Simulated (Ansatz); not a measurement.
# In (Im-3m) in Ansatz: notebook

One crystal, In, is run at these levels: LDA; tasks: single point, equation of state.

All numbers are computed with Ansatz 0.2.0; they aren't measurements. Logs are shortened: lines on timing, memory, paths and dates and some standing lists are left out, and cuts for length are marked.

**1. Starting point**

Symmetry: Im-3m, No. 229, cubic system. The conventional cell has a = 3.765 Å, b = 3.765 Å, c = 3.765 Å, α = 90.00°, β = 90.00°, γ = 90.00°. In (site symmetry m-3m) has 8 In at 3.26 Å as nearest neighbours.

This isn't the form of In at room conditions, which is tetragonal.

**2. Single point, LDA, 25.08 Å³/atom (volume scaled by 0.94)**

Contents of input.yaml:

```yaml
crystal:
  lattice:
    - [-1.8440955744, 1.8440955744, 1.8440955744]
    - [1.8440955744, -1.8440955744, 1.8440955744]
    - [1.8440955744, 1.8440955744, -1.8440955744]
  atoms:
    - { symbol: In, position: [0.0, 0.0, 0.0] }
kpoints:
  mp_grid: { grid: [10, 10, 10] }
scf:
  occupations: { method: fermi_dirac, width: 0.05 }
hamiltonian:
  xc: lda
  pseudopotentials: { kind: all_electron, lapw: { basis_error: 0.001 } }
output:
  forces: true
  stress: true
  eigenvalues: true
```

Potentials or basis: all-electron LAPW, scalar-relativistic.

On the command line:

```
$ ansatz run input.yaml --threads 1 --pin off --max-ram 3072MiB --backend cpu --events-out ev --progress --plain --runs-dir out
```

The program printed:

```text
Warning: RAYON_NUM_THREADS=1 ignored (pool sized by the plan → 1); use --threads N
LAPW: plane waves up to 7.014 Å⁻¹, error target 1.0e-3 eV per atom; small_component_spin mean_spin; In in spheres of 1.597 Å, 21 of its electrons in bands, Dirac shells [] (how accurate: hamiltonian.pseudopotentials.lapw.basis_error, Limitations)
Engine: ansatz 0.2.0, x86_64-unknown-linux-gnu
Pseudopotentials: kind: all_electron
Pseudopotential: In, LAPW, valence charge 21, lapw/all_electron/scalar/gaussian/In, Koelling and Harmon's equation, gaussian nucleus
Functional definition: SPW92
  exchange = slater_x
  correlation = pw_c
Crystal: 1 atoms, lattice volume = 25.085 Å³
Basis set: ecut = 187.4303007839809 eV, 141 PW (Γ), exchange–correlation at level 2
Bands: 15, of which v1, the nominal top of the filled ones, is band 11 counted from 1 (10 counted from 0)
Symmetry: 48 space group operations
Space group: Im-3m (ITA 229), of the structure as read, at distance tolerance 2.9e-5 Å
k-points: 47 of 1000
Non-local potential: In, projectors of the file, none
Initial density: superposition of atomic densities (chi_scale 0.1, normalization cell)
Initial wavefunctions: plane waves of lowest kinetic energy (no species holds an atomic orbital)
Functional: x = slater, c = lda
iter 1 solved again at ethr=2.86e-5 eV; its pass at ethr=1.00e-1 eV (dr2=6.00e-3 eV) is discarded
SCF iter   1: F=—  HF=-159905.484694 eV  |F-HF|=—  |Δ(HF+E_count)|=         —  Δρ=5.84e-3  dr2=6.04e-3  ethr=2.86e-5  ⟨swp⟩=3.6  Hψ=5163  notcnv=0
preconditioner: auto → Kerker (q_TF=auto, 2.649 Å⁻¹)  [metal: Δε(μ)=0.053 eV  Ē_g=19.686 eV  σ=0.050 eV  W_gap=0.26  n_scr=12 (ndim 8)  ℏωp=26.7 eV  f_vac=0.000  D(μ)=0.69/eV (n_scr^D=0)]
SCF iter   2: F=—  HF=-159905.450809 eV  |F-HF|=—  |Δ(HF+E_count)|=   3.39e-2  Δρ=2.93e-3  dr2=1.80e-3  ethr=2.86e-5  ⟨swp⟩=2.0  Hψ=2039  notcnv=0
SCF iter   3: F=—  HF=-159905.448006 eV  |F-HF|=—  |Δ(HF+E_count)|=   2.80e-3  Δρ=1.96e-3  dr2=9.36e-4  ethr=8.58e-6  ⟨swp⟩=2.0  Hψ=2000  notcnv=0
SCF iter   4: F=—  HF=-159905.447500 eV  |F-HF|=—  |Δ(HF+E_count)|=   5.05e-4  Δρ=8.24e-4  dr2=2.21e-4  ethr=4.46e-6  ⟨swp⟩=2.0  Hψ=1999  notcnv=0
iter 5 solved again at ethr=8.61e-8 eV; its pass at ethr=1.05e-6 eV (dr2=1.81e-5 eV) is discarded
SCF iter   5: F=—  HF=-159905.447553 eV  |F-HF|=—  |Δ(HF+E_count)|=   5.27e-5  Δρ=2.18e-4  dr2=1.81e-5  ethr=8.61e-8  ⟨swp⟩=2.0  Hψ=3386  notcnv=0
SCF iter   6: F=—  HF=-159905.447554 eV  |F-HF|=—  |Δ(HF+E_count)|=   1.35e-6  Δρ=5.80e-5  dr2=6.40e-7  ethr=8.60e-8  ⟨swp⟩=2.0  Hψ=1997  notcnv=0
SCF iter   7: F=-159905.447555 eV  HF=-159905.447555 eV  |F-HF|=5.18e-9  |Δ(HF+E_count)|=   1.26e-7  Δρ=9.09e-6  dr2=1.47e-8  ethr=3.05e-9  ⟨swp⟩=2.0  Hψ=1997  notcnv=0
SCF 1 converged in 7 iterations: F = -159905.447555 eV  dr2 = 1.47e-8
SCF converged after 7 iterations
Free energy (F): -159905.447555 eV
Harris-Foulkes:  -159905.447555 eV  (|F-HF|=5.18e-9)
Internal energy: -159905.442169 eV  (E = F + TS)
E sigma→0 (E₀):  -159905.444862 eV
Entropy (-TS):   -0.005386 eV (-5.386 meV/atom)
Fermi energy:    13.841649 eV
--- Per-component energies (eV) ---
  E_band       = -536.336705
  E_kinetic    = 167794.565094
  E_xc         = -4210.624430
  E_electrostatic = -323489.382833  (all electrons and nuclei)
  E_smearing   = -0.005386  (= −TS)
  E_closure    = 0.000000  (closes the sum)
  E_atoms      = -159902.245388  (free atoms, spherical and without spin; not in F)
  Σ components = -159905.447555   (vs F -159905.447555, Δ=0.00e0)
  Basis errors (estimates in eV, not in F): energy 2.4e-4 per atom: plane waves 2.3e-4 (1.2e-4 summed), levels above the bands 1.8e-112, relativity 2.4e-9, radial functions 2.7e-6, core shells 2.0e-9; eigenvalues (radial functions only) 3.9e-5; not estimated: angular momenta, meshes, grids; target (lapw.basis_error) 1.0e-3; muffin-tin radii In 1.597 Å
--- Forces (eV/Å), atoms counted from 1 ---
  atom   1  In    -0.00000000     0.00000000     0.00000000
  max |Σ_I F_I| component: 5.51e-31 eV/Å
--- Stress (GPa, compression-positive) ---
       -0.491387      -0.000000      -0.000000
       -0.000000      -0.491387       0.000000
       -0.000000       0.000000      -0.491387
  P = ⅓ Tr σ = -0.4914 GPa (-4.914 kbar)
--- Band table (eV; the first three rows and the last of 47) ---
  k-point 0: bands = ["-101.1620", "-59.7495", "-59.7495", "-59.7495", "-0.7104", "-0.7104", "-0.7104", "-0.3949", "-0.3949", "4.0512", "25.3319", "25.3319", "25.3319", "27.1345", "27.1345"]
  k-point 1: bands = ["-101.1619", "-59.7505", "-59.7499", "-59.7495", "-0.7228", "-0.7000", "-0.6639", "-0.4079", "-0.3952", "4.2911", "23.1500", "24.3024", "24.7408", "26.1922", "26.4894"]
  k-point 2: bands = ["-101.1617", "-59.7531", "-59.7510", "-59.7494", "-0.7552", "-0.6871", "-0.5399", "-0.4329", "-0.3960", "5.0209", "19.5328", "22.6276", "23.4772", "25.4301", "25.5890"]
  k-point 46: bands = ["-101.1607", "-59.7582", "-59.7582", "-59.7582", "-0.8400", "-0.8400", "-0.2465", "-0.2465", "-0.2465", "15.0625", "15.1481", "15.1481", "15.1481", "19.4246", "19.4246"]
```

Run time: 3.8 s. Hardware: 1 thread of AMD EPYC 7R13 (Zen 3), shared host; peak memory 0.25 GiB.

Results:

| Item | Value |
| --- | --- |
| Free energy | -159905.4476 eV |
| Pressure | -0.5 GPa |
| Band gap on the k mesh | none (metal or under the smearing width) |

**3. Single point, LDA, 25.62 Å³/atom (volume scaled by 0.96)**

Changes to input.yaml since step 2:

```diff
@@ -2,5 +2,5 @@
   lattice:
-    - [-1.8440955744, 1.8440955744, 1.8440955744]
-    - [1.8440955744, -1.8440955744, 1.8440955744]
-    - [1.8440955744, 1.8440955744, -1.8440955744]
+    - [-1.8570825908, 1.8570825908, 1.8570825908]
+    - [1.8570825908, -1.8570825908, 1.8570825908]
+    - [1.8570825908, 1.8570825908, -1.8570825908]
   atoms:
```

Potentials or basis: all-electron LAPW, scalar-relativistic.

On the command line:

```
$ ansatz run input.yaml --threads 1 --pin off --max-ram 3072MiB --backend cpu --events-out ev --progress --plain --runs-dir out
```

Run time: 2.9 s. Hardware: 1 thread of AMD EPYC 7R13 (Zen 3), shared host; peak memory 0.27 GiB.

The run converged. Its results:

| Property | Result |
| --- | --- |
| Free energy | -159905.4444 eV |
| Pressure | -1.4 GPa |
| Band gap on the k mesh | none (metal or under the smearing width) |

**4. Single point, LDA, 26.15 Å³/atom (volume scaled by 0.98)**

Changes to input.yaml since step 3:

```diff
@@ -2,5 +2,5 @@
   lattice:
-    - [-1.8570825908, 1.8570825908, 1.8570825908]
-    - [1.8570825908, -1.8570825908, 1.8570825908]
-    - [1.8570825908, 1.8570825908, -1.8570825908]
+    - [-1.8698904617, 1.8698904617, 1.8698904617]
+    - [1.8698904617, -1.8698904617, 1.8698904617]
+    - [1.8698904617, 1.8698904617, -1.8698904617]
   atoms:
```

On the command line:

```
$ ansatz run input.yaml --threads 1 --pin off --max-ram 3072MiB --backend cpu --events-out ev --progress --plain --runs-dir out
```

Run time: 2.6 s. Hardware: 1 thread of AMD EPYC 7R13 (Zen 3), shared host; peak memory 0.27 GiB.

It converged, with:

```
Free energy            : -159905.4385 eV
Pressure               : -2.1 GPa
Band gap on the k mesh : none (metal or under the smearing width)
```

**5. Single point, LDA, 26.69 Å³/atom**

Changes to input.yaml since step 4:

```diff
@@ -2,5 +2,5 @@
   lattice:
-    - [-1.8698904617, 1.8698904617, 1.8698904617]
-    - [1.8698904617, -1.8698904617, 1.8698904617]
-    - [1.8698904617, 1.8698904617, -1.8698904617]
+    - [-1.88252524, 1.88252524, 1.88252524]
+    - [1.88252524, -1.88252524, 1.88252524]
+    - [1.88252524, 1.88252524, -1.88252524]
   atoms:
```

On the command line:

```
$ ansatz run input.yaml --threads 1 --pin off --max-ram 3072MiB --backend cpu --events-out ev --progress --plain --runs-dir out
```

Run time: 2.7 s. Hardware: 1 thread of AMD EPYC 7R13 (Zen 3), shared host; peak memory 0.28 GiB.

It converged, with:

| Item | Value |
| --- | --- |
| Free energy | -159905.4302 eV |
| Pressure | -2.8 GPa |
| Band gap on the k mesh | none (metal or under the smearing width) |

**6. Single point, LDA, 27.22 Å³/atom (volume scaled by 1.02)**

Changes to input.yaml since step 5:

```diff
@@ -2,5 +2,5 @@
   lattice:
-    - [-1.88252524, 1.88252524, 1.88252524]
-    - [1.88252524, -1.88252524, 1.88252524]
-    - [1.88252524, 1.88252524, -1.88252524]
+    - [-1.8949926579, 1.8949926579, 1.8949926579]
+    - [1.8949926579, -1.8949926579, 1.8949926579]
+    - [1.8949926579, 1.8949926579, -1.8949926579]
   atoms:
```

Potentials or basis: all-electron LAPW, scalar-relativistic.

On the command line:

```
$ ansatz run input.yaml --threads 1 --pin off --max-ram 3072MiB --backend cpu --events-out ev --progress --plain --runs-dir out
```

Wall time 2.9 s (1 thread of AMD EPYC 7R13 (Zen 3), shared host); peak memory 0.27 GiB.

Results (log left out):

- Free energy: -159905.4197 eV
- Pressure: -3.4 GPa
- Band gap on the k mesh: none (metal or under the smearing width)

**7. Single point, LDA, 27.75 Å³/atom (volume scaled by 1.04)**

Changes to input.yaml since step 6:

```diff
@@ -2,5 +2,5 @@
   lattice:
-    - [-1.8949926579, 1.8949926579, 1.8949926579]
-    - [1.8949926579, -1.8949926579, 1.8949926579]
-    - [1.8949926579, 1.8949926579, -1.8949926579]
+    - [-1.9072981498, 1.9072981498, 1.9072981498]
+    - [1.9072981498, -1.9072981498, 1.9072981498]
+    - [1.9072981498, 1.9072981498, -1.9072981498]
   atoms:
```

On the command line:

```
$ ansatz run input.yaml --threads 1 --pin off --max-ram 3072MiB --backend cpu --events-out ev --progress --plain --runs-dir out
```

It took 3 s on 1 thread of AMD EPYC 7R13 (Zen 3), shared host; peak memory 0.27 GiB.

Results (log left out):

* Free energy: -159905.4073 eV
* Pressure: -4.0 GPa
* Band gap on the k mesh: none (metal or under the smearing width)

**8. Single point, LDA, 28.29 Å³/atom (volume scaled by 1.06)**

Changes to input.yaml since step 7:

```diff
@@ -2,5 +2,5 @@
   lattice:
-    - [-1.9072981498, 1.9072981498, 1.9072981498]
-    - [1.9072981498, -1.9072981498, 1.9072981498]
-    - [1.9072981498, 1.9072981498, -1.9072981498]
+    - [-1.9194468732, 1.9194468732, 1.9194468732]
+    - [1.9194468732, -1.9194468732, 1.9194468732]
+    - [1.9194468732, 1.9194468732, -1.9194468732]
   atoms:
```

On the command line:

```
$ ansatz run input.yaml --threads 1 --pin off --max-ram 3072MiB --backend cpu --events-out ev --progress --plain --runs-dir out
```

It took 2.7 s on 1 thread of AMD EPYC 7R13 (Zen 3), shared host; peak memory 0.25 GiB.

The run converged. Its results:

| Item | Value |
| --- | --- |
| Free energy | -159905.3931 eV |
| Pressure | -4.5 GPa |
| Band gap on the k mesh | none (metal or under the smearing width) |

**9. Equation of state, LDA**

Potentials or basis: all-electron LAPW, scalar-relativistic.

This step only gathers the single runs of the series.

Results:

* Equilibrium volume: 24.81 Å³/atom (rough: see the caveat)
* Bulk modulus: 46 GPa (rough)

Energy against volume, from the lowest point:
```csv
volume (Å³/atom),energy (meV/atom)
25.085,0.00
25.618,3.14
26.152,9.03
26.686,17.36
27.220,27.86
27.753,40.29
28.287,54.41
```

Caveat: the minimum lies outside the volumes run.
